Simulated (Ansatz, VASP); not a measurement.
One calculation of Mg, two programs

```
CELL_PARAMETERS angstrom
3.20930 0.00000 0.00000
-1.60465 2.77934 0.00000
0.00000 0.00000 5.21030
ATOMIC_POSITIONS crystal
Mg 0.33333 0.66667 0.25000
Mg 0.66667 0.33333 0.75000
```

Alike in both runs: task single point; functional LDA; k mesh 6 × 6 × 4; occupations gaussian, width 0.1 eV; no spin polarisation.

|  | VASP | Ansatz |
| --- | --- | --- |
| version | VASP 6.6.1 | Ansatz 0.2.0 |
| potentials or method | VASP PAW LDA potentials, release 64 (Mg) | scalar-relativistic, plane waves, PAW |
| plane-wave cutoff (eV) | 520 | 420 |
| valence electrons in the cell | 4 | 20 |

```tsv
	VASP	Ansatz	Ansatz less VASP
gap on the k mesh at the Fermi level (eV)	none	none	-
pressure (GPa)	-2.8	-2.5	+0.31
largest component of the traceless stress (GPa)	0.09	0.10	+0.006
```

A gap of «none» marks a metal or a gap that the smearing closes. The two sets of potentials don't hold the same shells in valence. Ansatz warned: «pseudo_functional_mismatch».

Caveats: the k mesh is coarse (spacing up to 0.38 Å⁻¹), so the values aren't converged.
